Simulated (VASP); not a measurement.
Here is a VASP 6.6.1 calculation.

INCAR

```
PREC = Accurate
ENCUT = 600
EDIFF = 1E-7
ISMEAR = 0
SIGMA = 0.02
LREAL = F
LASPH = T
NELM = 80
ALGO = Normal
ISIF = 3
LWAVE = F
LCHARG = F
GGA = PE
IBRION = 2
NSW = 90
EDIFFG = -0.005
```

The input KPOINTS:

```
regular mesh
0
Gamma
  8 8 8
```

Contents of POSCAR:

```
ZrO2
1.0
    0.0000000000      2.5450727100      2.5450727100
    2.5450727100      0.0000000000      2.5450727100
    2.5450727100      2.5450727100      0.0000000000
Zr O
1 2
Direct
    0.0000000000      0.0000000000      0.0000000000
    0.2500000000      0.2500000000      0.2500000000
    0.7500000000      0.7500000000      0.7500000000
```

Potentials or basis: VASP PAW PBE potentials, release 64 (Zr_sv, O).

Launch:

```sh
$ cat potpaw_PBE.64/Zr_sv/POTCAR potpaw_PBE.64/O/POTCAR > POTCAR
$ mpirun -np 1 vasp_std > vasp.out
```

(1) What does it give for the relaxed cell?

(2) Estimate the relaxed volume.

(3) What does it give for the space group after relaxing (to 0.05 Å)?

(4) What does it give for the band gap on the k mesh?

Results:

(1) a = 3.618 Å, b = 3.618 Å, c = 3.618 Å, α = 60.00°, β = 60.00°, γ = 60.00°.

(2) 11.16 Å³/atom.

(3) Fm-3m (No. 225).

(4) 3.31 eV, indirect (least direct gap 3.74 eV).
